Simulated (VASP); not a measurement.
# Rb in VASP: notebook

Aim: see how the results for Rb move with the level of theory and the settings. Levels: PBE+D3(BJ), PBE, RPBE, RPBE+D3(BJ), optB86b-vdW. Tasks: relaxation of the atoms, single point.

All numbers are computed with VASP 6.6.1; they aren't measurements. Logs are shortened: lines on timing, memory, paths and dates and some standing lists are left out, and cuts for length are marked.

### Step 1. Starting point

The cell holds a molecule in a box, 1 atom: a = 10.500 Å, b = 11.000 Å, c = 11.500 Å, α = 90.00°, β = 90.00°, γ = 90.00°.

### Step 2. Relaxation of the atoms, PBE+D3(BJ), collinear spin, ferromagnetic start

Input file INCAR:

```
SYSTEM = Rb
PREC     = Accurate       ! precision mode
ENCUT    = 400            ! plane-wave cutoff, eV
EDIFF    = 1E-6           ! SCF threshold, eV
ISMEAR   = 0              ! smearing method
SIGMA    = 0.01           ! smearing width, eV
LREAL    = .FALSE.        ! projectors in reciprocal space
LASPH    = .TRUE.         ! aspherical terms in the spheres
NELM     = 80             ! most SCF steps
ALGO     = Fast           ! electronic algorithm
ISIF     = 2              ! what is computed and relaxed
LWAVE    = .FALSE.        ! write WAVECAR
LCHARG   = .FALSE.        ! write CHGCAR
ISPIN    = 2              ! spin polarisation
MAGMOM   = 0.5            ! initial moments
LORBIT   = 11             ! projections on sites
NUPDOWN  = 1              ! fixed moment
GGA      = PE             ! functional
IVDW     = 12             ! dispersion correction
IBRION   = 2              ! ionic algorithm
NSW      = 120            ! ionic steps
EDIFFG   = -0.03          ! ionic threshold
ISYM     = 0
```

Input file KPOINTS:

```
regular mesh
0
G
  1 1 1
  0 0 0
```

Input file POSCAR:

```
Rb
1.0
   10.5000000000      0.0000000000      0.0000000000
    0.0000000000     11.0000000000      0.0000000000
    0.0000000000      0.0000000000     11.5000000000
Rb
1
Selective dynamics
Direct
    0.5000000000      0.5045454545      0.5000000000  F F F
```

Potentials or basis: VASP PAW PBE potentials, release 64 (Rb_sv).

Started as:

```bash
$ cat potpaw_PBE.64/Rb_sv/POTCAR > POTCAR
$ mpirun -np 1 vasp_gam > vasp.out
```

OUTCAR:

```text
SYSTEM = Rb
   PREC = Accurate
   ENCUT = 400
   EDIFF = 1E-6
   ISMEAR = 0
   LREAL = .FALSE.
   LASPH = .TRUE.
   NELM = 80
   ISIF = 2
   ISPIN = 2
   LORBIT = 11
   NUPDOWN = 1
   GGA = PE
   IVDW = 12
   IBRION = 2
   NSW = 120
   EDIFFG = -0.03
   ISYM = 0
 IVDW          = 12

 ion  position               nearest neighbor table
   1  0.500  0.505  0.500-

IMPORTANT INFORMATION: All symmetrisations will be switched off!
NOSYMM: (Re-)initialisation of all symmetry stuff for point group C_1.

----------------------------------------------------------------------------------------

                                     Primitive cell

  volume of cell :    1328.2500

  direct lattice vectors                    reciprocal lattice vectors
    10.500000000  0.000000000  0.000000000     0.095238095  0.000000000  0.000000000
     0.000000000 11.000000000  0.000000000     0.000000000  0.090909091  0.000000000
     0.000000000  0.000000000 11.500000000     0.000000000  0.000000000  0.086956522

  length of vectors
    10.500000000 11.000000000 11.500000000     0.095238095  0.090909091  0.086956522

  position of ions in fractional coordinates (direct lattice)
     0.500000000  0.504545454  0.500000000

  ion indices of the primitive-cell ions
   primitive index   ion index
                 1           1

----------------------------------------------------------------------------------------

 KPOINTS: regular mesh

Automatic generation of k-mesh.
 Grid dimensions read from file:
 generate k-points for:    1    1    1

 Generating k-lattice:

  Cartesian coordinates                     Fractional coordinates (reciprocal lattice)
     0.095238095  0.000000000  0.000000000     1.000000000  0.000000000  0.000000000
     0.000000000  0.090909091  0.000000000     0.000000000  1.000000000  0.000000000
     0.000000000  0.000000000  0.086956522     0.000000000  0.000000000  1.000000000

  Length of vectors
     0.095238095  0.090909091  0.086956522

  Shift w.r.t. Gamma in fractional coordinates (k-lattice)
     0.000000000  0.000000000  0.000000000

 Subroutine IBZKPT returns following result:
 ===========================================

 Found      1 irreducible k-points:

 Following reciprocal coordinates:
            Coordinates               Weight
  0.000000  0.000000  0.000000      1.000000
   k-points           NKPTS =      1   k-points in BZ     NKDIM =      1   number of bands    NBANDS=      8
   number of dos      NEDOS =    301   number of ions     NIONS =      1
   total plane-waves  NPLWV = 403200
   dimension x,y,z NGX =    70 NGY =   72 NGZ =   80
   dimension x,y,z NGXF=   140 NGYF=  144 NGZF=  160
   ions per type =               1
   NGX,Y,Z   is equivalent  to a cutoff of  11.08, 10.88, 11.56 a.u.
   NGXF,Y,Z  is equivalent  to a cutoff of  22.17, 21.76, 23.13 a.u.
 SYSTEM =  Rb
   PREC   = accura    normal or accurate (medium, high low for compatibility)
   ISTART =      0    job   : 0-new  1-cont  2-samecut
   ICHARG =      2    charge: 1-file 2-atom 10-const
   ISPIN  =      2    spin polarized calculation?
   LNONCOLLINEAR =      F non collinear calculations
   LSORBIT =      F    spin-orbit coupling
   LASPH  =      T    aspherical Exc in radial PAW
   ENCUT  =  400.0 eV  29.40 Ry    5.42 a.u.  17.12 17.94 18.75*2*pi/ulx,y,z
   NELM   =     80;   NELMIN=  2; NELMDL= -5     # of ELM steps
   EDIFF  = 0.1E-05   stopping-criterion for ELM
   LREAL  =      F    real-space projection
   EDIFFG = -.3E-01   stopping-criterion for IOM
   NSW    =    120    number of steps for IOM
   IBRION =      2    ionic relax: 0-MD 1-quasi-New 2-CG
   NFREE  =      1    steps in history (QN), initial steepest desc. (CG)
   ISIF   =      2    stress and relaxation
   ISYM   =      0    0-nonsym 1-usesym 2-fastsym
   POTIM  = 0.5000    time-step for ionic-motion
   TEBEG  =    0.0;   TEEND  =   0.0 temperature during run
   PSTRESS=    0.0 pullay stress
   NELECT =       9.0000    total number of electrons
   NUPDOWN=       1.0000    fix difference up-down
   EMIN   =  10.00;   EMAX   =-10.00  energy-range for DOS
   EFERMI =   0.00;   METHOD = LEGACY
   ISMEAR =     0;   SIGMA  =   0.01  broadening in eV -4-tet -1-fermi 0-gaus
   EFERMI_NEDOS =   21; number of points for ismear=-14 and -15
   IALGO  =     68    algorithm
   IMIX   =      4    mixing-type and parameters
     AMIX     =   0.40;   BMIX     =  1.00
     AMIX_MAG =   1.60;   BMIX_MAG =  1.00
  volume/ion in A,a.u.               =    1328.25      8963.47
  Fermi-wavevector in a.u.,A,eV,Ry     =   0.309786  0.585411  1.305719  0.095968
  Thomas-Fermi vector in A             =   1.186821
   LORBIT       =     11    0 simple, 1 ext, 2 COOP (PROOUT), +10 PAW based schemes
   GGA     = PE    functional components
   LHFCALC =     F    Hartree Fock is set to
   AEXX    =    0.0000 exact exchange contribution
   IVDW    =    12    specifies the selected vdW correction
   LEPSILON=     F    determine dielectric tensor
   LRPA    =     F    only Hartree local field effects (RPA)
 conjugate gradient relaxation of ions
 spin polarized calculation
 RMM-DIIS sequential band-by-band and
 Gauss-broadening in eV      SIGMA  =   0.01
  energy-cutoff  :      400.00
  volume of cell :     1328.25
 maximum number of plane-waves:     12033
 NGX is ok and might be reduce to    70
   NGX = 35   NGY = 35   NGZ = 37

 number of electron       9.0000000 magnetization       1.0000009

 Free energy of the ion-electron system (eV)
  ---------------------------------------------------
  ext. energy  EPLUGINS =         0.00000000
  ---------------------------------------------------
  free energy    TOTEN  =        -0.21035316 eV

  energy without entropy =       -0.21035316  energy(sigma->0) =       -0.21035316

 E-fermi : -15.6380     XC(G=0):  -0.8295

 val. band max:       -2.3032647421   @ k =   0.0000   0.0000   0.0000
 cond. band min:      -1.4130367671   @ k =   0.0000   0.0000   0.0000
 fundamental gap:      0.8902279750
 Fermi energy:        -2.2110081140

 spin component 1

 k-point     1 :       0.0000    0.0000    0.0000
  band No.  band energies     occupation
      1     -31.7520      1.00000
      2     -15.8405      1.00000
      3     -15.8394      1.00000
      4     -15.8377      1.00000
      5      -2.3033      1.00000
      6      -0.5953      0.00000
      7      -0.5409      0.00000
      8      -0.4877      0.00000
 Fermi energy:       -15.6379918268

 spin component 2

 k-point     1 :       0.0000    0.0000    0.0000
  band No.  band energies     occupation
      1     -31.7035      1.00000
      2     -15.7560      1.00000
      3     -15.7547      1.00000
      4     -15.7527      1.00000
      5      -1.4130      0.00000
      6       0.5457      0.00000
      7       0.5963      0.00000
      8       0.6542      0.00000

------------------------ aborting loop because EDIFF is reached ----------------------------------------

 Edisp (eV)   -0.01195

 E8    (eV) :    -0.0036

  FORCE on cell =-STRESS in cart. coord.  units (eV):
  Direction    XX          YY          ZZ          XY          YZ          ZX
  --------------------------------------------------------------------------------------
  -------------------------------------------------------------------------------------
  Total      -0.21017    -0.15628    -0.11772    -0.00000    -0.00000     0.00000
  in kB      -0.25351    -0.18850    -0.14200    -0.00000    -0.00000     0.00001
  external pressure =       -0.19 kB  Pullay stress =        0.00 kB

 VOLUME and BASIS-vectors are now :
 -----------------------------------------------------------------------------
  energy-cutoff  :      400.00
  volume of cell :     1328.25
      direct lattice vectors                 reciprocal lattice vectors
    10.500000000  0.000000000  0.000000000     0.095238095  0.000000000  0.000000000
     0.000000000 11.000000000  0.000000000     0.000000000  0.090909091  0.000000000
     0.000000000  0.000000000 11.500000000     0.000000000  0.000000000  0.086956522

 POSITION                                       TOTAL-FORCE (eV/Angst)
 -----------------------------------------------------------------------------------
      5.25000      5.55000      5.75000         0.000094      0.000161     -0.000097
 -----------------------------------------------------------------------------------
    total drift:                                0.000094      0.000161     -0.000097

  FREE ENERGIE OF THE ION-ELECTRON SYSTEM (eV)
  ---------------------------------------------------
  free  energy   TOTEN  =        -0.2222997506 eV

  energy  without entropy=       -0.2222997506  energy(sigma->0) =       -0.22229975

 reached required accuracy - stopping structural energy minimisation

 total charge

# of ion       s       p       d       tot
------------------------------------------
    1        1.972   5.314   0.000   7.286

 magnetization (x)

# of ion       s       p       d       tot
------------------------------------------
    1        0.042  -0.004   0.000   0.038
```

OSZICAR:

```text
N       E                     dE             d eps       ncg     rms          rms(c)
DAV:   1     0.983175734575E+02    0.98318E+02   -0.15563E+03    40   0.406E+02
DAV:   2     0.270450896386E+02   -0.71272E+02   -0.71272E+02    56   0.655E+01
[... 28 lines left out ...]
RMM:  31    -0.210315145861E+00   -0.34389E-05   -0.19484E-07    17   0.308E-03    0.150E-04
RMM:  32    -0.210326091625E+00   -0.10946E-04   -0.71315E-07    22   0.504E-03    0.827E-05
RMM:  33    -0.210338247555E+00   -0.12156E-04   -0.21518E-07    17   0.374E-03    0.707E-05
RMM:  34    -0.210345901778E+00   -0.76542E-05   -0.15892E-07    18   0.344E-03    0.324E-05
RMM:  35    -0.210352178933E+00   -0.62772E-05   -0.19967E-07    18   0.367E-03    0.637E-05
RMM:  36    -0.210353164948E+00   -0.98602E-06   -0.90812E-08    17   0.262E-03
   1 F= -.22229975E+00 E0= -.22229975E+00  d E =-.222300E+00  mag=     1.0000
```

Run time: 90 s. Hardware: 1 thread of Intel Xeon 6975P-C (Granite Rapids), shared host; peak memory 1 GiB.

Results:

```
Free energy                                           : -0.2223 eV
Net moment                                            : 1.00 μB per cell
Site moments                                          : Rb +0.04 μB
Valence electrons inside the program's atomic spheres : Rb 7.29
Dispersion energy per atom                            : -0.012 eV
```

Final structure:
```yaml
crystal:
  lattice:
    - [10.50000, 0.00000, 0.00000]
    - [0.00000, 11.00000, 0.00000]
    - [0.00000, 0.00000, 11.50000]
  atoms:
    - { symbol: Rb, position: [0.50000, 0.50455, 0.50000] }
```

Caveat: the relaxation stopped at its first step, so nothing moved; the total moment is fixed, so each spin has its own Fermi level.

### Step 3. Single point, PBE, collinear spin, ferromagnetic start

Input file INCAR:

```
SYSTEM = Rb
  ALGO = Fast
  EDIFF = 1E-6
  ENCUT = 400
  GGA = PE
  ISIF = 2
  ISMEAR = 0
  ISPIN = 2
  ISYM = 0
  LASPH = .TRUE.
  LCHARG = .FALSE.
  LORBIT = 11
  LREAL = .FALSE.
  LWAVE = .FALSE.
  MAGMOM = 0.5
  NELM = 80
  NUPDOWN = 1
  PREC = Accurate
  SIGMA = 0.01
```

Input file KPOINTS:

```
k-points
0
G
  1 1 1
  0 0 0
```

Input file POSCAR:

```
Rb                                      
1.0
   10.5000000000      0.0000000000      0.0000000000
    0.0000000000     11.0000000000      0.0000000000
    0.0000000000      0.0000000000     11.5000000000
  Rb            
     1
Selective dynamics
Direct
     0.5000000000000000    0.5045454544999970    0.5000000000000000   F   F   F
```

Potentials or basis: VASP PAW PBE potentials, release 64 (Rb_sv).

Started as:

```bash
$ cat potpaw_PBE.64/Rb_sv/POTCAR > POTCAR
$ mpirun -np 1 vasp_gam > vasp.out
```

It took 82 s on 1 thread of Intel Xeon 6975P-C (Granite Rapids), shared host; peak memory 1 GiB.

The run converged. Its results:

```
Free energy                                           : -0.2103 eV
Net moment                                            : 1.00 μB per cell
Site moments                                          : Rb +0.04 μB
Valence electrons inside the program's atomic spheres : Rb 7.29
```

Caveat: the total moment is fixed, so each spin has its own Fermi level.

### Step 4. Single point, RPBE, collinear spin, ferromagnetic start

Changes to INCAR since step 3:

```diff
@@ -4,3 +4,3 @@
   ENCUT = 400
-  GGA = PE
+  GGA = RP
   ISIF = 2
```

KPOINTS is that of step 3.

POSCAR is that of step 3.

Started as:

```bash
$ cat potpaw_PBE.64/Rb_sv/POTCAR > POTCAR
$ mpirun -np 1 vasp_gam > vasp.out
```

It took 85 s on 1 thread of Intel Xeon 6975P-C (Granite Rapids), shared host; peak memory 1 GiB.

It converged, with:

| Item | Value |
| --- | --- |
| Free energy | -0.1674 eV |
| Net moment | 1.00 μB per cell |
| Site moments | Rb +0.04 μB |
| Valence electrons inside the program's atomic spheres | Rb 7.28 |

Caveat: the PAW data sets were made with another functional, which shifts forces and pressure a little; the total moment is fixed, so each spin has its own Fermi level.

### Step 5. Single point, RPBE+D3(BJ), collinear spin, ferromagnetic start

Changes to INCAR since step 4:

```diff
@@ -9,2 +9,3 @@
   ISYM = 0
+  IVDW = 12
   LASPH = .TRUE.
```

KPOINTS is that of step 4.

POSCAR is that of step 4.

Started as:

```bash
$ cat potpaw_PBE.64/Rb_sv/POTCAR > POTCAR
$ mpirun -np 1 vasp_gam > vasp.out
```

Wall time 88 s (1 thread of Intel Xeon 6975P-C (Granite Rapids), shared host); peak memory 1 GiB.

It converged, with:

- Free energy: -0.1798 eV
- Net moment: 1.00 μB per cell
- Site moments: Rb +0.04 μB
- Valence electrons inside the program's atomic spheres: Rb 7.28
- Dispersion energy per atom: -0.012 eV

Caveat: the PAW data sets were made with another functional, which shifts forces and pressure a little; the total moment is fixed, so each spin has its own Fermi level.

### Step 6. Single point, optB86b-vdW, collinear spin, ferromagnetic start

Input file INCAR:

```
SYSTEM = Rb
  AGGAC = 0.0
  ALGO = Fast
  EDIFF = 1E-6
  ENCUT = 400
  GGA = MK
  ISIF = 2
  ISMEAR = 0
  ISPIN = 2
  ISYM = 0
  LASPH = .TRUE.
  LCHARG = .FALSE.
  LORBIT = 11
  LREAL = .FALSE.
  LUSE_VDW = .TRUE.
  LWAVE = .FALSE.
  MAGMOM = 0.5
  NELM = 80
  NUPDOWN = 1
  PARAM1 = 0.1234
  PARAM2 = 1.0
  PREC = Accurate
  SIGMA = 0.01
```

KPOINTS is that of step 5.

POSCAR is that of step 5.

Potentials or basis: VASP PAW PBE potentials, release 64 (Rb_sv).

Started as:

```bash
$ cat potpaw_PBE.64/Rb_sv/POTCAR > POTCAR
$ mpirun -np 1 vasp_gam > vasp.out
```

Wall time 9.9 min (1 thread of Intel Xeon 6975P-C (Granite Rapids), shared host); peak memory 2.9 GiB.

Results (log left out):

- Free energy: 2.0002 eV
- Net moment: 1.00 μB per cell
- Site moments: Rb +0.04 μB
- Valence electrons inside the program's atomic spheres: Rb 7.29

Caveat: the PAW data sets were made with another functional, which shifts forces and pressure a little; the total moment is fixed, so each spin has its own Fermi level.

### Step 7. Overview

| task | level | cell | atoms held fixed (from 0) | moment (μB) |
| --- | --- | --- | --- | --- |
| relaxation of the atoms | PBE+D3(BJ) | atoms relaxed | [0] | 1.00 |
| single point | PBE | as given | - | 1.00 |
| single point | RPBE | as given | - | 1.00 |
| single point | RPBE+D3(BJ) | as given | - | 1.00 |
| single point | optB86b-vdW | as given | - | 1.00 |

Alike in all rows: potentials or basis VASP PAW PBE potentials, release 64 (Rb_sv); spin collinear, ferromagnetic start; fixed moment (μB) 1; k mesh 1 × 1 × 1; cutoff (eV) 400; smearing gaussian 0.01 eV.

Caveats: the total moment is fixed, so each spin has its own Fermi level; the PAW data sets were made with another functional, which shifts forces and pressure a little (some runs); the relaxation stopped at its first step, so nothing moved (some runs).

Absolute energies hang on the potentials; compare differences alone.
